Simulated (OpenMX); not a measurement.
# ZrO2 under changes of volume

One of the cells (10.990 Å³/atom); the others are scaled copies at fixed shape and fractional positions:

```
Zr O
1.0
     0.00000    2.54507    2.54507
     2.54507    0.00000    2.54507
     2.54507    2.54507    0.00000
Zr O
1 2
Direct
  0.00000 0.00000 0.00000
  0.75000 0.75000 0.75000
  0.25000 0.25000 0.25000
```

Measurements of this composition are mostly on another form, of space group No. 14.

| Property | Result |
| --- | --- |
| Program | OpenMX 3.8.5 |
| Functional | LDA |
| Potentials or basis | OpenMX 2013 LDA set, Zr7.0-s3p2d2, O6.0-s2p2d1, fixed grid of 35 × 35 × 35 points |
| k mesh | 9 × 9 × 9 |
| Occupations | fermi-dirac, width 0.05 eV |
| Spin | no spin polarisation |

| volume (Å³/atom) | energy over the lowest point (meV/atom) | gap on the mesh (eV) |
| --- | --- | --- |
| 10.331 | 19.35 | 3.02 |
| 10.551 | 5.63 | 2.97 |
| 10.770 | 0.00 | 2.92 |
| 10.990 | 1.58 | 2.88 |
| 11.210 | 9.76 | 2.83 |
| 11.430 | ? | ? |
| 11.650 | 42.87 | 2.74 |

**Question.** What does the run at 11.430 Å³/atom give?

**Answer.** Energy over the lowest point 23.69 meV/atom; gap on the mesh 2.79 eV.

Worked out: A Birch-Murnaghan fit of order 3 (a polynomial in V^(-2/3)) to the other rows has its minimum at 10.83 Å³/atom with B0 = V·E''(V) = 253 GPa and B' = 4.4. It gives 23.69 meV/atom at 11.430 Å³/atom, against the run's 23.69. A straight line through the other rows of the gap, of slope -2.32 eV per unit of ln V, gives 2.79 eV, against the run's 2.79.

Energies are extrapolated to zero smearing.

Caveats: an odd mesh through Γ misses points on the zone boundary, where band edges often lie; the basis of atomic orbitals isn't converged, which shifts pressures, moduli and gaps. Spin-orbit coupling on Zr is left out.
